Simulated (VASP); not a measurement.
# Tm (Im-3m) in VASP: single point with PBE+U

Aim: the single point of Tm with PBE+U.

Program: VASP 6.6.1. These are calculated values, not measurements. Logs are shortened: lines on timing, memory, paths and dates and some standing lists are left out, and cuts for length are marked.

**1. The crystal as given**

Symmetry: Im-3m, No. 229, cubic system. The conventional cell has a = 3.922 Å, b = 3.922 Å, c = 3.922 Å, α = 90.00°, β = 90.00°, γ = 90.00°. Tm (site symmetry m-3m) has 8 Tm at 3.40 Å as nearest neighbours.

The cell was built by a generator and needn't be a form met in nature.

**2. Single point, PBE+U, collinear spin, typed start**

File INCAR:

```
PREC = Accurate ; ENCUT = 520
EDIFF = 1E-6 ; ISMEAR = 0
SIGMA = 0.05 ; LREAL = False
LASPH = True ; NELM = 150
ALGO = Normal ; ISIF = 2
LWAVE = False ; LCHARG = True
ISPIN = 2 ; MAGMOM = 2
LORBIT = 11 ; LMAXMIX = 6
LDAU = True ; LDAUTYPE = 2
LDAUL = 3 ; LDAUU = 6
LDAUJ = 0 ; LDAUPRINT = 1
GGA = PE ; LELF = True
LVHAR = True ; NBANDS = 22
```

File KPOINTS:

```
Automatic mesh
0
Gamma
  8 8 8
```

File POSCAR:

```
Tm
1.0
   -1.9608750258      1.9608750258      1.9608750258
    1.9608750258     -1.9608750258      1.9608750258
    1.9608750258      1.9608750258     -1.9608750258
Tm
1
Direct
    0.0000000000      0.0000000000      0.0000000000
```

Potentials or basis: VASP PAW PBE potentials, release 64 (Tm).

Started as:

```
$ cat potpaw_PBE.64/Tm/POTCAR > POTCAR
$ mpirun -np 1 vasp_std > vasp.out
```

OUTCAR:

```text
PREC = Accurate
   ENCUT = 520
   EDIFF = 1E-6
   ISMEAR = 0
   LREAL = False
   LASPH = True
   NELM = 150
   ISIF = 2
   ISPIN = 2
   LORBIT = 11
   GGA = PE

 ion  position               nearest neighbor table
   1  0.000  0.000  0.000-

  LATTYP: Found a body centered cubic cell.
 ALAT       =     3.9217500516

  Lattice vectors:

 A1 = (  -1.9608750258,   1.9608750258,   1.9608750258)
 A2 = (   1.9608750258,  -1.9608750258,   1.9608750258)
 A3 = (   1.9608750258,   1.9608750258,  -1.9608750258)

Analysis of symmetry for initial positions (statically):
=====================================================================
 Subroutine PRICEL returns:
 Original cell was already a primitive cell.

 Routine SETGRP: Setting up the symmetry group for a
 body centered cubic supercell.

 Subroutine GETGRP returns: Found 48 space group operations
 (whereof 48 operations were pure point group operations)
 out of a pool of 48 trial point group operations.

The static configuration has the point symmetry O_h .

Analysis of symmetry for dynamics (positions and initial velocities):
=====================================================================
 Subroutine PRICEL returns:
 Original cell was already a primitive cell.

 Routine SETGRP: Setting up the symmetry group for a
 body centered cubic supercell.

 Subroutine GETGRP returns: Found 48 space group operations
 (whereof 48 operations were pure point group operations)
 out of a pool of 48 trial point group operations.

The dynamic configuration has the point symmetry O_h .

Analysis of structural, dynamic, and magnetic symmetry:
=====================================================================
 Subroutine PRICEL returns:
 Original cell was already a primitive cell.

 Routine SETGRP: Setting up the symmetry group for a
 body centered cubic supercell.

 Subroutine GETGRP returns: Found 48 space group operations
 (whereof 48 operations were pure point group operations)
 out of a pool of 48 trial point group operations.

The overall configuration has the point symmetry O_h .

 Subroutine INISYM returns: Found 48 space group operations
 (whereof 48 operations are pure point group operations),
 and found     1 'primitive' translations

----------------------------------------------------------------------------------------

                                     Primitive cell

  volume of cell :      30.1585

  direct lattice vectors                    reciprocal lattice vectors
    -1.960875026  1.960875026  1.960875026     0.000000000  0.254988203  0.254988203
     1.960875026 -1.960875026  1.960875026     0.254988203  0.000000000  0.254988203
     1.960875026  1.960875026 -1.960875026     0.254988203  0.254988203  0.000000000

  length of vectors
     3.396335172  3.396335172  3.396335172     0.360607776  0.360607776  0.360607776

  position of ions in fractional coordinates (direct lattice)
     0.000000000  0.000000000  0.000000000

  ion indices of the primitive-cell ions
   primitive index   ion index
                 1           1

----------------------------------------------------------------------------------------

[... 101 lines left out ...]
   IVDW    =     0    specifies the selected vdW correction
   LEPSILON=     F    determine dielectric tensor
   LRPA    =     F    only Hartree local field effects (RPA)
 spin polarized calculation
 Gauss-broadening in eV      SIGMA  =   0.05
  energy-cutoff  :      520.00
  volume of cell :       30.16
 maximum number of plane-waves:       856
 NGX is ok and might be reduce to    28
   NGX = 13   NGY = 13   NGZ = 13

 number of electron      23.0000000 magnetization       2.0000000

atom =   1  type =  1  l = 3

 onsite density matrix

spin component  1

  0.8183  0.0000  0.2226  0.0000  0.0000  0.0000  0.0000
  0.0000  0.9911 -0.0000  0.0000 -0.0000  0.0000 -0.0000
  0.2226 -0.0000  0.7033 -0.0000 -0.0000  0.0000 -0.0000
  0.0000  0.0000 -0.0000  0.9907  0.0000  0.0000  0.0000
  0.0000 -0.0000 -0.0000  0.0000  0.7033  0.0000 -0.2226
  0.0000  0.0000  0.0000  0.0000  0.0000  0.5309 -0.0000
  0.0000 -0.0000 -0.0000  0.0000 -0.2226 -0.0000  0.8183

spin component  2

  0.9928 -0.0000 -0.0001 -0.0000 -0.0000 -0.0000 -0.0000
 -0.0000  0.9926  0.0000 -0.0000  0.0000 -0.0000 -0.0000
 -0.0001  0.0000  0.9929  0.0000  0.0000 -0.0000  0.0000
 -0.0000 -0.0000  0.0000  0.9927 -0.0000 -0.0000 -0.0000
 -0.0000  0.0000  0.0000 -0.0000  0.9929  0.0000  0.0001
 -0.0000 -0.0000 -0.0000 -0.0000  0.0000  0.9930  0.0000
 -0.0000 -0.0000  0.0000 -0.0000  0.0001  0.0000  0.9928

 occupancies and eigenvectors

  o =  0.5309  v =  0.0132  0.0000 -0.0171 -0.0000 -0.7904  0.0008 -0.6122  0.0000  0.0000  0.0000  0.0000  0.0000  0.0000  0.0000      0.0000  0.0000  0.0000  0.0000  0.0000  0.0000  0.0000  0.0000  0.0000  0.0000  0.0000  0.0000  0.0000  0.0000
  o =  0.5309  v =  0.6122 -0.0000 -0.7904  0.0000  0.0171 -0.0000  0.0132  0.0000  0.0000  0.0000  0.0000  0.0000  0.0000  0.0000      0.0000  0.0000  0.0000  0.0000  0.0000  0.0000  0.0000  0.0000  0.0000  0.0000  0.0000  0.0000  0.0000  0.0000
  o =  0.5309  v =  0.0000 -0.0000 -0.0000  0.0000 -0.0006 -1.0000 -0.0005  0.0000  0.0000  0.0000  0.0000  0.0000  0.0000  0.0000      0.0000  0.0000  0.0000  0.0000  0.0000  0.0000  0.0000  0.0000  0.0000  0.0000  0.0000  0.0000  0.0000  0.0000
  o =  0.9907  v =  0.7906  0.0000  0.6124  0.0000  0.0003  0.0000 -0.0004  0.0000  0.0000  0.0000  0.0000  0.0000  0.0000  0.0000      0.0000  0.0000  0.0000  0.0000  0.0000  0.0000  0.0000  0.0000  0.0000  0.0000  0.0000  0.0000  0.0000  0.0000
  o =  0.9907  v =  0.0004  0.0000  0.0003 -0.0002 -0.6124 -0.0000  0.7906  0.0000  0.0000  0.0000  0.0000  0.0000  0.0000  0.0000      0.0000  0.0000  0.0000  0.0000  0.0000  0.0000  0.0000  0.0000  0.0000  0.0000  0.0000  0.0000  0.0000  0.0000
  o =  0.9907  v = -0.0000 -0.0000 -0.0000  1.0000 -0.0001  0.0000  0.0001  0.0000  0.0000  0.0000  0.0000  0.0000  0.0000  0.0000      0.0000  0.0000  0.0000  0.0000  0.0000  0.0000  0.0000  0.0000  0.0000  0.0000  0.0000  0.0000  0.0000  0.0000
  o =  0.9911  v =  0.0000 -1.0000  0.0000 -0.0000 -0.0000 -0.0000  0.0000  0.0000  0.0000  0.0000  0.0000  0.0000  0.0000  0.0000      0.0000  0.0000  0.0000  0.0000  0.0000  0.0000  0.0000  0.0000  0.0000  0.0000  0.0000  0.0000  0.0000  0.0000
  o =  0.9926  v =  0.0000  0.0000  0.0000  0.0000  0.0000  0.0000  0.0000  0.0000  1.0000 -0.0000 -0.0000 -0.0000  0.0000 -0.0000      0.0000  0.0000  0.0000  0.0000  0.0000  0.0000  0.0000  0.0000  0.0000  0.0000  0.0000  0.0000  0.0000  0.0000
  o =  0.9927  v =  0.0000  0.0000  0.0000  0.0000  0.0000  0.0000  0.0000  0.0000  0.0000 -0.0000  1.0000  0.0001  0.0000 -0.0001      0.0000  0.0000  0.0000  0.0000  0.0000  0.0000  0.0000  0.0000  0.0000  0.0000  0.0000  0.0000  0.0000  0.0000
  o =  0.9927  v =  0.0000  0.0000  0.0000  0.0000  0.0000  0.0000  0.0000 -0.7906 -0.0000 -0.6124 -0.0000 -0.0000 -0.0000 -0.0000      0.0000  0.0000  0.0000  0.0000  0.0000  0.0000  0.0000  0.0000  0.0000  0.0000  0.0000  0.0000  0.0000  0.0000
  o =  0.9927  v =  0.0000  0.0000  0.0000  0.0000  0.0000  0.0000  0.0000  0.0000  0.0000 -0.0000  0.0002 -0.6124  0.0000  0.7906      0.0000  0.0000  0.0000  0.0000  0.0000  0.0000  0.0000  0.0000  0.0000  0.0000  0.0000  0.0000  0.0000  0.0000
  o =  0.9930  v =  0.0000  0.0000  0.0000  0.0000  0.0000  0.0000  0.0000  0.6124 -0.0000 -0.7906 -0.0000 -0.0000 -0.0000 -0.0000      0.0000  0.0000  0.0000  0.0000  0.0000  0.0000  0.0000  0.0000  0.0000  0.0000  0.0000  0.0000  0.0000  0.0000
  o =  0.9930  v =  0.0000  0.0000  0.0000  0.0000  0.0000  0.0000  0.0000  0.0000  0.0000 -0.0000 -0.0000  0.7906 -0.0011  0.6124      0.0000  0.0000  0.0000  0.0000  0.0000  0.0000  0.0000  0.0000  0.0000  0.0000  0.0000  0.0000  0.0000  0.0000
  o =  0.9930  v =  0.0000  0.0000  0.0000  0.0000  0.0000  0.0000  0.0000  0.0000 -0.0000 -0.0000 -0.0000  0.0009  1.0000  0.0007      0.0000  0.0000  0.0000  0.0000  0.0000  0.0000  0.0000  0.0000  0.0000  0.0000  0.0000  0.0000  0.0000  0.0000

 number of electron      22.9999989 magnetization      -1.1774546

 Free energy of the ion-electron system (eV)
  ---------------------------------------------------
  ext. energy  EPLUGINS =         0.00000000
  ---------------------------------------------------
  free energy    TOTEN  =        -1.40497201 eV

  energy without entropy =       -1.39138676  energy(sigma->0) =       -1.39817939

 E-fermi :   2.4013     XC(G=0): -10.2653

 val. band max:        2.3971698027   @ k =   0.3750   0.1250   0.1250
 cond. band min:       2.4026003497   @ k =   0.2500   0.1250   0.1250
 fundamental gap:      0.0054305470
 Fermi energy:         2.4012718729

 spin component 1

 k-point     1 :       0.0000    0.0000    0.0000
  band No.  band energies     occupation
      1     -47.5204      1.00000
      2     -20.6366      1.00000
      3     -20.6366      1.00000
      4     -20.6366      1.00000
      5      -3.1560      1.00000
      6      -0.8989      1.00000
[... 1193 lines left out ...]
     21      18.5281      0.00000
     22      21.0289      0.00000

 [... further k-points ...]

------------------------ aborting loop because EDIFF is reached ----------------------------------------

  FORCE on cell =-STRESS in cart. coord.  units (eV):
  Direction    XX          YY          ZZ          XY          YZ          ZX
  --------------------------------------------------------------------------------------
  -------------------------------------------------------------------------------------
  Total        0.7154701      0.7154701      0.7154701      0.0000000      0.0000000      0.0000000
  in kB       38.0095149     38.0095149     38.0095149      0.0000000      0.0000000      0.0000000
  external PRESSURE =      38.0095149 kB  Pullay stress =       0.0000000 kB

 VOLUME and BASIS-vectors are now :
 -----------------------------------------------------------------------------
  energy-cutoff  :      520.00
  volume of cell :       30.16
      direct lattice vectors                 reciprocal lattice vectors
    -1.960875026  1.960875026  1.960875026     0.000000000  0.254988203  0.254988203
     1.960875026 -1.960875026  1.960875026     0.254988203  0.000000000  0.254988203
     1.960875026  1.960875026 -1.960875026     0.254988203  0.254988203  0.000000000

 POSITION                                       TOTAL-FORCE (eV/Angst)
 -----------------------------------------------------------------------------------
      0.00000      0.00000      0.00000         0.000000      0.000000     -0.000000
 -----------------------------------------------------------------------------------
    total drift:                               -0.000000     -0.000000     -0.000000

  FREE ENERGIE OF THE ION-ELECTRON SYSTEM (eV)
  ---------------------------------------------------
  free  energy   TOTEN  =        -1.4049720140 eV

  energy  without entropy=       -1.3913867587  energy(sigma->0) =       -1.39817939

 total charge

# of ion       s       p       d       f       tot
--------------------------------------------------
    1        2.220   5.958   0.416  12.499  21.092

 magnetization (x)

# of ion       s       p       d       f       tot
--------------------------------------------------
    1       -0.005   0.042   0.048  -1.393  -1.307
```

It took 2.6 min on 1 thread of Intel Xeon Platinum 8488C (Sapphire Rapids), shared host; peak memory 0.22 GiB.

What came out:

```yaml
Free_energy: -1.4050 eV
Pressure: 3.8 GPa
Band_gap_on_the_k_mesh: none (metal or under the smearing width)
Net_moment: -1.18 μB per cell
Site_moments: Tm -1.31 μB
Valence_electrons_inside_the_program's_atomic_spheres: Tm 21.09
```

Levels at points of the mesh, in eV from the Fermi level:
Spin up:
| k point | band 7 | band 8 | band 9 | band 10 | band 11 | band 12 | band 13 | band 14 | band 15 | band 16 |
| --- | --- | --- | --- | --- | --- | --- | --- | --- | --- | --- |
| (0.00, 0.00, 0.00) | -3.11 | -3.11 | -3.11 | -0.12 | -0.12 | -0.12 | 2.86 | 2.86 | 2.86 | 5.08 |
| (0.50, 0.00, 0.00) | -3.16 | -3.11 | -2.06 | -0.04 | -0.03 | 0.06 | 0.93 | 1.16 | 4.95 | 6.02 |
| (0.50, 0.50, 0.50) | -3.20 | -3.20 | -1.22 | -1.22 | 0.12 | 0.12 | 0.12 | 6.19 | 6.19 | 6.19 |
Spin down:
| k point | band 9 | band 10 | band 11 | band 12 | band 13 | band 14 | band 15 | band 16 |
| --- | --- | --- | --- | --- | --- | --- | --- | --- |
| (0.00, 0.00, 0.00) | -3.89 | -3.85 | -3.85 | -3.85 | 2.83 | 2.83 | 2.83 | 5.11 |
| (0.50, 0.00, 0.00) | -3.93 | -3.89 | -3.85 | -1.91 | 0.98 | 1.21 | 4.95 | 5.99 |
| (0.50, 0.50, 0.50) | -3.93 | -3.93 | -3.93 | -1.04 | -1.04 | 6.31 | 6.31 | 6.31 |

Eigenvalues of the final occupation matrices:
```
    site  spin  trace                         eigenvalues
site 1 f     1   5.56  0.53 0.53 0.53 0.99 0.99 0.99 0.99
site 1 f     2   6.95  0.99 0.99 0.99 0.99 0.99 0.99 0.99
```

Caveat: the magnetic or orbital state may not be the lowest; spin-orbit coupling is left out, which moves the levels of the heavy elements. The state reached can hang on the start; a lower one may exist.
